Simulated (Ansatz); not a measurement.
## GaN: what symmetry allows forces and stress to be

```xyz
4
Lattice="3.1800 0.0000 0.0000 -1.5900 2.7540 0.0000 0.0000 0.0000 5.1660" Properties=species:S:1:pos:R:3 pbc="T T T"
Ga    0.0000    1.8360    0.0000
Ga    1.5900    0.9180    2.5830
N     0.0000    1.8360    1.9373
N     1.5900    0.9180    4.7453
```

Method: DFT PBE, scalar-relativistic, plane waves, PAW in Ansatz 0.2.0.

Plane waves to 420 eV, a k mesh through Γ of 12×12×6 on the computed 4-atom cell and Gaussian smearing (0.02 eV); no spin polarisation.

This distorted cell has space group P3m1, with 6 operations.

Problem. Without a calculation: in which directions can each atom feel a force?

Solution. A force must be left unchanged by every operation that keeps its atom in place, so it lies in the space that those operations leave fixed. Atoms that the group maps onto each other feel forces of one size.
```json
{"atom": "Ga1", "site symmetry": "3m.", "operations at the site": "6", "equivalent to atom": "1", "allowed force (Cartesian)": "along (0.00, 0.00, 1.00)"}
{"atom": "Ga2", "site symmetry": "3m.", "operations at the site": "6", "equivalent to atom": "2", "allowed force (Cartesian)": "along (0.00, 0.00, 1.00)"}
{"atom": "N3", "site symmetry": "3m.", "operations at the site": "6", "equivalent to atom": "3", "allowed force (Cartesian)": "along (0.00, 0.00, 1.00)"}
{"atom": "N4", "site symmetry": "3m.", "operations at the site": "6", "equivalent to atom": "4", "allowed force (Cartesian)": "along (0.00, 0.00, 1.00)"}
```

That leaves 4 independent force components of 12, tied by 1 condition that the forces sum to zero, so 3 remain. A relaxation in this cell that keeps the symmetry moves the atoms in these directions alone.

Problem. And the stress tensor?

Solution. It must be invariant under the point group, which leaves 2 independent components: yz, xz, xy vanish; xx = yy.

Problem. Do the computed values obey this?

Solution. Yes. Forces (eV/Å):
```
Ga1  0.000  0.000  0.644
Ga2  0.000  0.000  0.578
N3   0.000  0.000  1.515
N4   0.000  0.000 -2.737
```

Stress (GPa, compression positive, xx yy zz yz xz xy): 11.96 11.96 5.05 0.00 0.00 0.00. The program imposes the same operations on density, forces and stress, so this confirms the analysis and is no independent test of the calculation.